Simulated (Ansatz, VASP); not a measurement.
# Two plane-wave programs on C

File INCAR:

```
SYSTEM = C
  PREC = Accurate
  ENCUT = 520
  EDIFF = 1E-7
  ISMEAR = -1
  SIGMA = 0.02
  LREAL = .FALSE.
  LASPH = .TRUE.
  NELM = 80
  ALGO = Normal
  ISIF = 2
  LWAVE = .FALSE.
  LCHARG = .FALSE.
  GGA = PS
  NBANDS = 16
```

Contents of KPOINTS:

```
regular mesh
0
G
  12 9 12
  0 0 0
```

POSCAR

```
C
1.0
   -1.7769030118      1.7769030118      0.0000000000
    0.0000000000      0.0000000000      3.5538060236
    1.7769030118      1.7769030118      0.0000000000
C
4
Direct
    0.5000000000      0.3750000000      0.2500000000
    0.0000000000      0.8750000000      0.7500000000
    0.0000000000      0.1250000000      0.2500000000
    0.5000000000      0.6250000000      0.7500000000
```

Input for Ansatz:

```yaml
crystal:
  lattice:
    - [-1.7769030118, 1.7769030118, 0.0]
    - [0.0, 0.0, 3.5538060236]
    - [1.7769030118, 1.7769030118, 0.0]
  atoms:
    - { symbol: C, position: [0.5, 0.375, 0.25] }
    - { symbol: C, position: [0.0, 0.875, 0.75] }
    - { symbol: C, position: [0.0, 0.125, 0.25] }
    - { symbol: C, position: [0.5, 0.625, 0.75] }
kpoints:
  mp_grid: { grid: [12, 9, 12] }
scf:
  occupations: { method: fermi_dirac, width: 0.02 }
hamiltonian:
  xc: pbesol
  pseudopotentials: { kind: paw }
output:
  forces: true
  stress: true
  eigenvalues: true
```

Alike in both runs: task single point; functional PBEsol; k mesh 12 × 9 × 12; occupations fermi-dirac, width 0.02 eV; no spin polarisation.

|  | VASP | Ansatz |
| --- | --- | --- |
| version | VASP 6.6.1 | Ansatz 0.2.0 |
| potentials or method | VASP PAW PBE potentials, release 64 (C) | PAW with Ansatz's default frozen-core files, scalar-relativistic |
| plane-wave cutoff (eV) | 520 | 420 |
| valence electrons in the cell | 16 | 16 |

VASP gave:

```
gap on the k mesh at the Fermi level (eV) : 4.04
pressure (GPa)                            : 1.1
```

What did Ansatz give for the same quantities?

gap on the k mesh at the Fermi level (eV): 4.05; pressure (GPa): 0.0.

Caveats: the PAW data sets were made with another functional, which shifts forces and pressure a little (VASP); an odd mesh through Γ misses points on the zone boundary, where band edges often lie.
